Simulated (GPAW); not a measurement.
HgTe (Coloradoite):

```
Hg Te
1.0
     4.54599    0.00000    0.00000
     2.27299    3.93694    0.00000
     2.27299    1.31231    3.71178
Hg Te
1 1
Cartesian
  0.0000 0.0000 0.0000
  6.8190 3.9369 2.7838
```

Base run:

* Program: GPAW 26.7.0
* Functional: PBE
* Potentials or basis: GPAW PAW data sets (gpaw-data 1.2.1), other valence
* Cutoff: 500 eV
* Basis: pw
* k mesh: 6 × 6 × 6
* Occupations: fermi-dirac, width 0.01 eV
* Spin: no spin polarisation

Its results: band gap on the k mesh none (metal or under the smearing width); pressure 4.3 GPa.

Problem. The run is repeated on the same cell with these changes: functional from PBE to r2SCAN; potentials or basis from GPAW PAW data sets (gpaw-data 1.2.1), other valence to GPAW PAW data sets (gpaw-data 1.2.1); cutoff from 500 eV to 450 eV; valence electrons from 34 to 24. What comes out?

Solution. Band gap on the k mesh none (metal or under the smearing width); pressure 2.9 GPa.

Caveats: the cutoff is short for stress and forces, so pressures can be off by a GPa or more; the PAW data sets were made with another functional, which shifts forces and pressure a little (some runs).
